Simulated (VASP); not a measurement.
Runs of VASP 6.6.1 on TiO2. It takes space group P4_2/mnm (No. 136, tetragonal). Conventional cell: a = 4.592 Å, b = 4.592 Å, c = 2.942 Å, α = 90.00°, β = 90.00°, γ = 90.00°. Around Ti (site symmetry mmm) lie 6 O at 1.94 to 1.98 Å. O (site symmetry m2m) has 3 Ti at 1.94 to 1.98 Å as nearest neighbours. 

```tsv
level	potentials or basis	k mesh	cutoff (eV)	smearing	gap on the mesh (eV)	pressure (GPa)	largest force (eV/Å)
PBEsol	VASP PAW PBE potentials, release 64 (Ti_sv, O_h)	6 × 6 × 10	900	gaussian 0.02 eV	1.84	-0.4	0.01
PBEsol	VASP PAW PBE potentials, release 64 (Ti_sv, O)	6 × 6 × 10	520	gaussian 0.5 eV	1.83	0.2	-
PBEsol	VASP PAW PBE potentials, release 64 (Ti_sv, O)	6 × 6 × 10	700	gaussian 0.02 eV	1.83	(b)	0.01
r2SCAN	VASP PAW PBE potentials, release 64 (Ti_sv, O)	6 × 6 × 10	520	gaussian 0.02 eV	2.24	(a)	0.02
PBEsol	VASP PAW PBE potentials, release 64 (Ti_sv, O)	10 × 10 × 14	520	gaussian 0.02 eV	1.83	0.2	-
```

Alike in all rows: task single point; no spin polarisation; cell as given.

Q: Estimate the missing entries.

A: (a) 2.8; (b) 0.0.

Caveats: the PAW data sets were made with another functional, which shifts forces and pressure a little; the cutoff is under 1.25 times the usual one of these potentials, so pressure, stress and relaxed cells hold a basis-set (Pulay) error (some runs).

A k mesh can miss the band edges.
